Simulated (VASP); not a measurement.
Set up this calculation in VASP 6.6.1, as the native input.

```
Task                   : band structure
Functional             : PBEsol
Potentials or basis    : VASP PAW PBE potentials, release 64 (Zr_sv, O)
Cutoff                 : 520 eV
k mesh                 : 10 × 10 × 10
Occupations            : gaussian, width 0.02 eV
Spin                   : no spin polarisation
Further INCAR settings : ALGO = Normal; EDIFF = 1e-07
```

The system is ZrO2.

```xyz
3
Lattice="0.0000 2.5329 2.5329 2.5329 0.0000 2.5329 2.5329 2.5329 0.0000" Properties=species:S:1:pos:R:3 pbc="T T T"
Zr    0.0000    0.0000    0.0000
O     1.2664    1.2664    1.2664
O     3.7993    3.7993    3.7993
```

The cell was built by a generator and needn't be a form met in nature.

One way to write it, as run:

POSCAR

```
ZrO2                                    
1.0
    0.0000000000      2.5328635718      2.5328635718
    2.5328635718     -0.0000000000      2.5328635718
    2.5328635718      2.5328635718     -0.0000000000
  Zr              O             
     1     2
Direct
     0.0000000000000000    0.0000000000000000    0.0000000000000000
     0.2500000000000000    0.2500000000000000    0.2500000000000000
     0.7500000000000000    0.7500000000000000    0.7500000000000000
```

INCAR.step1

```
PREC = Accurate ; ENCUT = 520
EDIFF = 1E-7 ; ISMEAR = 0
SIGMA = 0.02 ; LREAL = F
LASPH = T ; NELM = 60
ALGO = Normal ; ISIF = 2
LWAVE = F ; LCHARG = T
LMAXMIX = 4 ; GGA = PS
```

KPOINTS.step1

```
Automatic mesh
0
Gamma
  10 10 10
```

INCAR.step2

```
PREC = Accurate ; ENCUT = 520
EDIFF = 1E-7 ; ISMEAR = 0
SIGMA = 0.05 ; LREAL = F
LASPH = T ; NELM = 60
ALGO = Normal ; ISIF = 2
LWAVE = F ; LCHARG = F
LMAXMIX = 4 ; GGA = PS
ICHARG = 11
```

KPOINTS.step2

```
path GXWKGLUWLK,UX
20
line-mode
reciprocal
 0.0000000000  0.0000000000  0.0000000000  G
 0.5000000000  0.0000000000  0.5000000000  X

 0.5000000000  0.0000000000  0.5000000000  X
 0.5000000000  0.2500000000  0.7500000000  W

 0.5000000000  0.2500000000  0.7500000000  W
 0.3750000000  0.3750000000  0.7500000000  K

 0.3750000000  0.3750000000  0.7500000000  K
 0.0000000000  0.0000000000  0.0000000000  G

 0.0000000000  0.0000000000  0.0000000000  G
 0.5000000000  0.5000000000  0.5000000000  L

 0.5000000000  0.5000000000  0.5000000000  L
 0.6250000000  0.2500000000  0.6250000000  U

 0.6250000000  0.2500000000  0.6250000000  U
 0.5000000000  0.2500000000  0.7500000000  W

 0.5000000000  0.2500000000  0.7500000000  W
 0.5000000000  0.5000000000  0.5000000000  L

 0.5000000000  0.5000000000  0.5000000000  L
 0.3750000000  0.3750000000  0.7500000000  K

 0.6250000000  0.2500000000  0.6250000000  U
 0.5000000000  0.0000000000  0.5000000000  X
```

Potentials or basis: VASP PAW PBE potentials, release 64 (Zr_sv, O).

Launch:

```bash
$ cat potpaw_PBE.64/Zr_sv/POTCAR potpaw_PBE.64/O/POTCAR > POTCAR
$ cp INCAR.step1 INCAR
$ cp KPOINTS.step1 KPOINTS
$ mpirun -np 1 vasp_std > vasp.out
$ cp INCAR.step2 INCAR
$ cp KPOINTS.step2 KPOINTS
$ mpirun -np 1 vasp_std > vasp.out
```

Results of the run:

- Band gap on the k mesh: 3.32 eV, indirect (least direct gap 3.76 eV)
- Band gap along the path: 3.32 eV, indirect (least direct gap 3.76 eV)

Caveat: the log is that of the step along the path at fixed density, whose energy, stress, charges and moments have no meaning.

Wall time 2.5 min on 1 thread of AMD EPYC 7R43 64-Core Processor (Zen 3) (shared host), peak memory 0.19 GiB.
